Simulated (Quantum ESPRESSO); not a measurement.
# InPd: zone-centre phonons under several settings

```
CELL_PARAMETERS angstrom
3.27188 0.00000 0.00000
0.00000 3.27188 0.00000
0.00000 0.00000 3.27188
ATOMIC_POSITIONS crystal
In 0.00000 0.00000 0.00000
Pd 0.50000 0.50000 0.50000
```

The cell comes from a database or a generator and needn't be the stable form of this composition.

All runs used Quantum ESPRESSO 7.5; potentials GBRV 1.5 PBEsol; k mesh 8 × 8 × 8; no spin polarisation; cutoff 612 eV; occupations cold, width 0.2 eV.

```csv
level,geometry,volume (Å³/atom),pressure (GPa),lowest optical mode without the field (cm⁻¹)
PBEsol,relaxed at 0 GPa,16.99,-0.1,147
PBEsol,relaxed at 5 GPa,16.47,4.7,160
PBEsol,relaxed at 10 GPa,16.03,9.6,172
PBEsol,relaxed at 20 GPa,?,19.3,?
PBEsol,relaxed at 40 GPa,14.28,39.0,225
```

Task: What stands in the row left open?

Result: Volume 15.32 Å³/atom; lowest optical mode without the field 192 cm⁻¹.

Caveats: the mesh is thin for the phonons of a metal; the cell is more than 3 GPa from zero pressure, which shifts response properties (some runs); the volume moved by over 15 % at a fixed basis, so the end points are rough (some runs).

For the row left open. Caveat: the mesh is thin for the phonons of a metal; the cell is more than 3 GPa from zero pressure, which shifts response properties.
